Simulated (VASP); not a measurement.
# Fe under changes of volume

One of the cells (12.259 Å³/atom); the others are scaled copies at fixed shape and fractional positions:

```
Fe
1.0
    -1.45256    1.45256    1.45256
     1.45256   -1.45256    1.45256
     1.45256    1.45256   -1.45256
Fe
1
Cartesian
  0.0000 0.0000 0.0000
```

- Program: VASP 6.6.1
- Functional: PBE
- Potentials or basis: VASP PAW PBE potentials, release 64 (Fe)
- Cutoff: 520 eV
- k mesh: 13 × 13 × 13
- Occupations: fermi-dirac, width 0.05 eV
- Spin: collinear spin, ferromagnetic start
- Starting moments: [3.0] μB

| volume (Å³/atom) | energy over the lowest point (meV/atom) | pressure (GPa) | moment (μB per cell) |
| --- | --- | --- | --- |
| 11.298 | 0.00 | 0.0 | 2.13 |
| 11.538 | 3.19 | -3.8 | 2.16 |
| 11.778 | 11.69 | -6.9 | 2.21 |
| 12.259 | 38.97 | -11.0 | 2.36 |
| 12.499 | 56.78 | -12.2 | 2.44 |
| 12.740 | ? | ? | ? |

Problem. What does the run at 12.740 Å³/atom give?

Solution. Energy over the lowest point 75.21 meV/atom; pressure -12.8 GPa; moment 2.54 μB per cell.

Worked out: A Birch-Murnaghan fit of order 3 (a polynomial in V^(-2/3)) to the other rows has its minimum at 11.28 Å³/atom, just outside them, with B0 = V·E''(V) = 191 GPa (rough, since the energies scatter). It gives 76.37 meV/atom at 12.740 Å³/atom, against the run's 75.21, and -dE/dV = -13.5 GPa, against -12.8. A parabola through the other rows of the moment, of slope 0.465 μB per Å³/atom there, extrapolates to 2.55 μB, against the run's 2.54.

Energies are extrapolated to zero smearing.
